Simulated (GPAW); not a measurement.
Input of a GPAW 26.7.0 run:

run.py

```python
from ase.filters import FrechetCellFilter
from ase.io import read, write
from ase.optimize import BFGS
from gpaw import GPAW, PW, setup_paths

setup_paths.insert(0, '.')

atoms = read('Sn.xyz')

calc = GPAW(mode=PW(600),
            xc='PBEsol',
            kpts={'size': (10, 10, 10), 'gamma': True},
            occupations={'name': 'fermi-dirac', 'width': 0.05},
            nbands=14,
            convergence={'density': 1e-05, 'forces': 0.0001},
            maxiter=150,
            txt='gpaw.txt')
atoms.calc = calc
opt = BFGS(FrechetCellFilter(atoms), trajectory='relax.traj', logfile='-')
done = opt.run(fmax=0.02, steps=60)
calc.write('gs.gpw')
write('result.traj', atoms)
print('Converged:', done)
print('Cell:', atoms.cell.cellpar().round(4))
print('Volume:', round(atoms.get_volume(), 4))
print(atoms.get_scaled_positions().round(5))
```

The input Sn.xyz:

```xyz
1
Lattice="-1.8946518192 1.8946518192 1.8946518192 1.8946518192 -1.8946518192 1.8946518192 1.8946518192 1.8946518192 -1.8946518192" Properties=species:S:1:pos:R:3 pbc="T T T"
Sn     0.0000000000      0.0000000000      0.0000000000
```

Potentials or basis: PAW data sets generated in the run's folder for this functional, pw.

Launch:

```sh
$ gpaw-setup -f PBEsol Sn
$ OMP_NUM_THREADS=1 python run.py
```

Task: Estimate the band gap on the k mesh.

Result: None (metal or under the smearing width).

Task: What does it give for the relaxed cell?

Result: a = 3.226 Å, b = 3.226 Å, c = 3.226 Å, α = 109.47°, β = 109.47°, γ = 109.47°.

Task: Estimate the space group after relaxing (to 0.05 Å).

Result: Im-3m (No. 229).

Task: What does it give for the relaxed volume?

Result: 25.85 Å³/atom.

Final structure:
```xyz
1
Lattice="-1.8627 1.8627 1.8627 1.8627 -1.8627 1.8627 1.8627 1.8627 -1.8627" Properties=species:S:1:pos:R:3 pbc="T T T"
Sn    0.0000    0.0000    0.0000
```

Caveat: later steps reuse the first step's grids.
